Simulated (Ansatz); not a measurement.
# Ta: a line through an energy map, part 1 of 2

Aim: follow the energy of Ta (Im-3m, No. 229; 1 atom in the cell) along one coordinate, c/a of the conventional cell, with the other held at volume per atom = 18.36 Å³.

Computed with Ansatz 0.2.0 (DFT PBEsol, scalar-relativistic, plane waves, PAW, unless a step's input says otherwise).

26 further runs of the same task are left out: 26 set aside as unsound or not needed.

**1. The system as given**

It takes space group Im-3m (No. 229, cubic). Conventional cell: a = 3.280 Å, b = 3.280 Å, c = 3.280 Å, α = 90.00°, β = 90.00°, γ = 90.00°. Around Ta (site symmetry m-3m) lie 8 Ta at 2.84 Å.

Structure file:

```cif
data_structure
_symmetry_space_group_name_H-M 'Im-3m'
_symmetry_Int_Tables_number 229
_cell_length_a 3.2805
_cell_length_b 3.2805
_cell_length_c 3.2805
_cell_angle_alpha 90.000
_cell_angle_beta 90.000
_cell_angle_gamma 90.000
_cell_volume 35.30
loop_
_atom_site_label
_atom_site_type_symbol
_atom_site_symmetry_multiplicity
_atom_site_Wyckoff_symbol
_atom_site_fract_x
_atom_site_fract_y
_atom_site_fract_z
_atom_site_occupancy
Ta1 Ta 2 a 0.00000 0.00000 0.00000 1
```

It is the result of an earlier relaxation at this level (volume 17.65 Å³/atom; gap on the mesh: none (metal)).

**2. What is varied**

The energy is mapped over volume and the cell's shape.

The axes are (1) volume per atom: 7 values from 15.53 to 19.77 Å³; (2) c/a of the conventional cell: 9 values from 0.861 to 1.566.

Nothing else is relaxed (symmetry fixes all fractional coordinates). Energies count from the relaxed crystal. Points are written as (first, second).

**3. Grid point (18.36 Å³, 0.861)**

input.yaml reads:

```yaml
crystal:
  lattice:
    - [-1.7466768536, 1.7466768536, 1.5042381063]
    - [1.7466768536, -1.7466768536, 1.5042381063]
    - [1.7466768536, 1.7466768536, -1.5042381063]
  atoms:
    - { symbol: Ta, position: [0.0, 0.0, 0.0] }
basis:
  ecutwfc: 420
kpoints:
  mp_grid: { grid: [22, 22, 22] }
hamiltonian:
  xc: pbesol
  pseudopotentials: { kind: paw, azcp: { folder: soft_1 } }
scf:
  occupations: { method: gaussian, width: 0.15 }
output:
  forces: true
  stress: true
  eigenvalues: true
```

Command:

```
ansatz run input.yaml --threads 1 --pin off --max-ram 2048MiB --backend cpu --events-out ev --progress --plain --runs-dir out
```

Standard output (excerpt; [...] marks lines left out):

```text
Warning: <dir> the record states the generating functional pbe (its physics header spells it `PBE`), which answers neither for hamiltonian.xc's functional nor for the pbesol family's — results may be inconsistent (PPs are generated against a specific XC)
Warning: RAYON_NUM_THREADS=1 ignored (pool sized by the plan → 1); use --threads N
[...]
Pseudopotentials: kind: paw
Pseudopotential: Ta, paw, valence charge 13, recommended cutoff 420 eV (normal), <dir>
Functional definition: PBEsol
[...]
Crystal: 1 atoms, lattice volume = 18.357 Å³
Basis set: ecut = 420 eV, 357 PW (Γ), exchange–correlation on 40×40×40 points (8 copies of the dense FFT grid, shifted against one another)
Bands: 11, of which v1, the nominal top of the filled ones, is band 7 counted from 1 (6 counted from 0)
Symmetry: 16 space group operations
Space group: I4/mmm (ITA 139), of the structure as read, at distance tolerance 2.6e-5 Å
k-points: 834 of 10648
[...]
SCF iter   1: F=—  HF=-9807.469430 eV  |F-HF|=—  |Δ(HF+E_count)|=         —  Δρ=4.36e-2  dr2=3.48e-1  ethr=3.10e-3  ⟨swp⟩=5.0  Hψ=47391  notcnv=0
[...]
SCF iter   6: F=-9807.334079 eV  HF=-9807.334079 eV  |F-HF|=2.15e-10  |Δ(HF+E_count)|=   1.40e-8  Δρ=4.34e-6  dr2=6.18e-10  ethr=2.47e-10  ⟨swp⟩=2.0  Hψ=29431  notcnv=0
[...]
SCF converged after 6 iterations
Free energy (F): -9807.334079 eV
[...]
E sigma→0 (E₀):  -9807.327215 eV
Entropy (-TS):   -0.013728 eV (-13.728 meV/atom)
Fermi energy:    18.057011 eV
[...]
--- Forces (eV/Å), atoms counted from 1 ---
  atom   1  Ta     0.00000000    -0.00000000    -0.00000000
[...]
--- Stress (GPa, compression-positive) ---
       -8.935129      -0.000000       0.000000
       -0.000000      -8.935129       0.000000
        0.000000      -0.000000       1.440339
  P = ⅓ Tr σ = -5.4766 GPa (-54.766 kbar)
--- Band table (eV; the first three rows and the last of 834) ---
  k-point 0: bands = ["-49.1656", "-15.1251", "-15.1251", "-15.0613", "10.0917", "17.5384", "19.5494", "19.5494", "20.2993", "22.9915", "31.7574"]
[...]
```

Run time: 8.3 s. Hardware: 1 thread of Arm Neoverse V2, shared host; peak memory 0.42 GiB.

Energy on the map's scale: 80 meV/atom.

**4. The run at (18.36 Å³, 0.928)**

Changes to input.yaml since step 3:

```diff
@@ -2,5 +2,5 @@
   lattice:
-    - [-1.7466768536, 1.7466768536, 1.5042381063]
-    - [1.7466768536, -1.7466768536, 1.5042381063]
-    - [1.7466768536, 1.7466768536, -1.5042381063]
+    - [-1.7037187911, 1.7037187911, 1.5810510381]
+    - [1.7037187911, -1.7037187911, 1.5810510381]
+    - [1.7037187911, 1.7037187911, -1.5810510381]
   atoms:
```

Command:

```
ansatz run input.yaml --threads 1 --pin off --max-ram 2048MiB --backend cpu --events-out ev --progress --plain --runs-dir out
```

Standard output (excerpt; [...] marks lines left out):

```text
[...]
SCF converged after 6 iterations
Free energy (F): -9807.377885 eV
[...]
E sigma→0 (E₀):  -9807.369853 eV
Entropy (-TS):   -0.016063 eV (-16.063 meV/atom)
Fermi energy:    17.954420 eV
[...]
--- Forces (eV/Å), atoms counted from 1 ---
  atom   1  Ta     0.00000000    -0.00000000     0.00000000
[...]
--- Stress (GPa, compression-positive) ---
       -9.034494      -0.000000      -0.000000
       -0.000000      -9.034494      -0.000000
        0.000000       0.000000      -2.800104
  P = ⅓ Tr σ = -6.9564 GPa (-69.564 kbar)
--- Band table (eV; the first three rows and the last of 834) ---
  k-point 0: bands = ["-49.1639", "-15.1112", "-15.1112", "-15.0937", "10.0881", "18.0725", "19.0360", "19.0360", "21.1438", "22.4731", "32.0687"]
[...]
```

Wall time 8 s (1 thread of Arm Neoverse V2, shared host); peak memory 0.42 GiB.

That is 36 meV/atom from the zero.

**5. Grid point (18.36 Å³, 1.000)**

Changes to input.yaml since step 4:

```diff
@@ -2,5 +2,5 @@
   lattice:
-    - [-1.7037187911, 1.7037187911, 1.5810510381]
-    - [1.7037187911, -1.7037187911, 1.5810510381]
-    - [1.7037187911, 1.7037187911, -1.5810510381]
+    - [-1.6618069548, 1.6618069548, 1.6618069548]
+    - [1.6618069548, -1.6618069548, 1.6618069548]
+    - [1.6618069548, 1.6618069548, -1.6618069548]
   atoms:
```

Command:

```
ansatz run input.yaml --threads 1 --pin off --max-ram 2048MiB --backend cpu --events-out ev --progress --plain --runs-dir out
```

Standard output (excerpt; [...] marks lines left out):

```text
[...]
SCF converged after 6 iterations
Free energy (F): -9807.397795 eV
[...]
E sigma→0 (E₀):  -9807.389957 eV
Entropy (-TS):   -0.015675 eV (-15.675 meV/atom)
Fermi energy:    17.929904 eV
[...]
--- Forces (eV/Å), atoms counted from 1 ---
  atom   1  Ta     0.00000000    -0.00000000     0.00000000
[...]
--- Stress (GPa, compression-positive) ---
       -7.299894      -0.000000       0.000000
       -0.000000      -7.299894      -0.000000
       -0.000000       0.000000      -7.299894
  P = ⅓ Tr σ = -7.2999 GPa (-72.999 kbar)
--- Band table (eV; the first three rows and the last of 328) ---
  k-point 0: bands = ["-49.1708", "-15.1121", "-15.1121", "-15.1121", "10.0875", "18.6561", "18.6561", "18.6561", "21.8618", "21.8618", "32.4618"]
[...]
```

It took 3 s on 1 thread of Arm Neoverse V2, shared host; peak memory 0.33 GiB.

Energy on the map's scale: 16 meV/atom.

**6. The run at (18.36 Å³, 1.078)**

Changes to input.yaml since step 5:

```diff
@@ -2,5 +2,5 @@
   lattice:
-    - [-1.6618069548, 1.6618069548, 1.6618069548]
-    - [1.6618069548, -1.6618069548, 1.6618069548]
-    - [1.6618069548, 1.6618069548, -1.6618069548]
+    - [-1.6209192425, 1.6209192425, 1.7467025757]
+    - [1.6209192425, -1.6209192425, 1.7467025757]
+    - [1.6209192425, 1.6209192425, -1.7467025757]
   atoms:
```

Command:

```
ansatz run input.yaml --threads 1 --pin off --max-ram 2048MiB --backend cpu --events-out ev --progress --plain --runs-dir out
```

Standard output (excerpt; [...] marks lines left out):

```text
Warning: <dir> the record states the generating functional pbe (its physics header spells it `PBE`), which answers neither for hamiltonian.xc's functional nor for the pbesol family's — results may be inconsistent (PPs are generated against a specific XC)
Warning: RAYON_NUM_THREADS=1 ignored (pool sized by the plan → 1); use --threads N
[...]
[... 3 set-up lines as earlier in the session ...]
[...]
Crystal: 1 atoms, lattice volume = 18.357 Å³
Basis set: ecut = 420 eV, 337 PW (Γ), exchange–correlation on 40×40×40 points (8 copies of the dense FFT grid, shifted against one another)
Bands: 11, of which v1, the nominal top of the filled ones, is band 7 counted from 1 (6 counted from 0)
[... 2 set-up lines as earlier in the session ...]
k-points: 834 of 10648
[...]
SCF iter   1: F=—  HF=-9807.515469 eV  |F-HF|=—  |Δ(HF+E_count)|=         —  Δρ=4.25e-2  dr2=3.51e-1  ethr=3.10e-3  ⟨swp⟩=5.0  Hψ=47255  notcnv=0
[...]
SCF iter   6: F=-9807.376894 eV  HF=-9807.376894 eV  |F-HF|=1.75e-10  |Δ(HF+E_count)|=   1.00e-8  Δρ=2.01e-6  dr2=2.73e-10  ethr=2.49e-10  ⟨swp⟩=2.0  Hψ=27269  notcnv=0
[...]
SCF converged after 6 iterations
Free energy (F): -9807.376894 eV
[...]
E sigma→0 (E₀):  -9807.369425 eV
Entropy (-TS):   -0.014938 eV (-14.938 meV/atom)
Fermi energy:    17.957375 eV
[...]
--- Forces (eV/Å), atoms counted from 1 ---
  atom   1  Ta     0.00000000    -0.00000000     0.00000000
[...]
--- Stress (GPa, compression-positive) ---
       -4.435855       0.000000       0.000000
        0.000000      -4.435855       0.000000
        0.000000      -0.000000     -11.803159
  P = ⅓ Tr σ = -6.8916 GPa (-68.916 kbar)
--- Band table (eV; the first three rows and the last of 834) ---
  k-point 0: bands = ["-49.1679", "-15.1163", "-15.1066", "-15.1066", "10.0874", "18.4204", "18.4204", "19.2960", "21.2066", "22.3949", "31.6887"]
[...]
```

Wall time 7.1 s (1 thread of Arm Neoverse V2, shared host); peak memory 0.42 GiB.

On the map this point reads 37 meV/atom.

**7. The run at (18.36 Å³, 1.251)**

Changes to input.yaml since step 6:

```diff
@@ -2,5 +2,5 @@
   lattice:
-    - [-1.6209192425, 1.6209192425, 1.7467025757]
-    - [1.6209192425, -1.6209192425, 1.7467025757]
-    - [1.6209192425, 1.6209192425, -1.7467025757]
+    - [-1.5421504941, 1.5421504941, 1.9296929132]
+    - [1.5421504941, -1.5421504941, 1.9296929132]
+    - [1.5421504941, 1.5421504941, -1.9296929132]
   atoms:
```

Command:

```
ansatz run input.yaml --threads 1 --pin off --max-ram 2048MiB --backend cpu --events-out ev --progress --plain --runs-dir out
```

Standard output (excerpt; [...] marks lines left out):

```text
[...]
SCF converged after 6 iterations
Free energy (F): -9807.233722 eV
[...]
E sigma→0 (E₀):  -9807.226301 eV
Entropy (-TS):   -0.014840 eV (-14.840 meV/atom)
Fermi energy:    18.174112 eV
[...]
--- Forces (eV/Å), atoms counted from 1 ---
  atom   1  Ta    -0.00000000     0.00000000    -0.00000000
[...]
--- Stress (GPa, compression-positive) ---
        1.299345      -0.000000       0.000000
       -0.000000       1.299345       0.000000
        0.000000       0.000000     -13.868797
  P = ⅓ Tr σ = -3.7567 GPa (-37.567 kbar)
--- Band table (eV; the first three rows and the last of 834) ---
  k-point 0: bands = ["-49.1672", "-15.1222", "-15.1094", "-15.1094", "10.0840", "18.3726", "18.3726", "19.8478", "20.6759", "22.6162", "30.7341"]
[...]
```

Run time: 7.9 s. Hardware: 1 thread of Arm Neoverse V2, shared host; peak memory 0.42 GiB.

That is 180 meV/atom from the zero.

**8. Grid point (18.36 Å³, 1.348)**

Changes to input.yaml since step 7:

```diff
@@ -2,5 +2,5 @@
   lattice:
-    - [-1.5421504941, 1.5421504941, 1.9296929132]
-    - [1.5421504941, -1.5421504941, 1.9296929132]
-    - [1.5421504941, 1.5421504941, -1.9296929132]
+    - [-1.5042071808, 1.5042071808, 2.0282729626]
+    - [1.5042071808, -1.5042071808, 2.0282729626]
+    - [1.5042071808, 1.5042071808, -2.0282729626]
   atoms:
```

Command:

```
ansatz run input.yaml --threads 1 --pin off --max-ram 2048MiB --backend cpu --events-out ev --progress --plain --runs-dir out
```

Standard output (excerpt; [...] marks lines left out):

```text
[...]
SCF converged after 6 iterations
Free energy (F): -9807.161814 eV
[...]
E sigma→0 (E₀):  -9807.154573 eV
Entropy (-TS):   -0.014482 eV (-14.482 meV/atom)
Fermi energy:    18.286160 eV
[...]
--- Forces (eV/Å), atoms counted from 1 ---
  atom   1  Ta    -0.00000000     0.00000000    -0.00000000
[...]
--- Stress (GPa, compression-positive) ---
        0.571886       0.000000       0.000000
        0.000000       0.571886       0.000000
        0.000000       0.000000      -7.332915
  P = ⅓ Tr σ = -2.0630 GPa (-20.630 kbar)
--- Band table (eV; the first three rows and the last of 834) ---
  k-point 0: bands = ["-49.1770", "-15.1282", "-15.1239", "-15.1239", "10.0816", "18.5546", "18.5546", "19.1664", "21.3794", "22.2269", "30.5393"]
[...]
```

It took 8.1 s on 1 thread of Arm Neoverse V2, shared host; peak memory 0.42 GiB.

On the map this point reads 252 meV/atom.

(Continued in part 2 of 2.)
